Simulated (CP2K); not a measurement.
Runs of CP2K 2026.2 on TiO2. It takes space group Pbcn (No. 60, orthorhombic). The conventional cell has a = 4.545 Å, b = 5.520 Å, c = 4.909 Å, α = 90.00°, β = 90.00°, γ = 90.00°. Around Ti (site symmetry 2) lie 6 O at 1.88 to 2.09 Å. Around O (site symmetry 1) lie 3 Ti at 1.88 to 2.09 Å. Measurements of this composition are mostly on another form, of space group No. 141.

```tsv
level	U	PLUS_U_METHOD	gap on the mesh (eV)	largest force (eV/Å)
PBEsol+U	Ti d U = 2.0 eV	MULLIKEN	2.78	0.12
PBEsol+U	Ti d U = 8.0 eV	MULLIKEN	3.43	0.33
PBEsol	-	-	(b)	(a)
PBEsol+U	Ti d U = 4.0 eV	MULLIKEN	2.98	0.19
PBEsol+U	Ti d U = 6.0 eV	MULLIKEN	(c)	0.25
```

Alike in all rows: task single point; potentials or basis GTH_POTENTIALS Ti GTH-PBE-q12, O GTH-PBE-q6; DZVP-MOLOPT-SR-GTH basis; no spin polarisation; cell as given; k mesh 5 × 4 × 4; smearing fermi-dirac 0.05 eV.

Problem. Fill in the values left out.

Solution. (a) 0.10; (b) 2.54; (c) 3.19.

Caveats: the potentials were made for another functional, which shifts forces and pressure; an odd mesh through Γ misses points on the zone boundary, where band edges often lie; the basis of atomic orbitals isn't converged, which shifts pressures, moduli and gaps; this program's U acts on Mulliken populations of all basis functions of the shell, so it isn't the U of plane-wave codes (some runs); energies scatter by some meV and the pressure isn't listed (some runs).
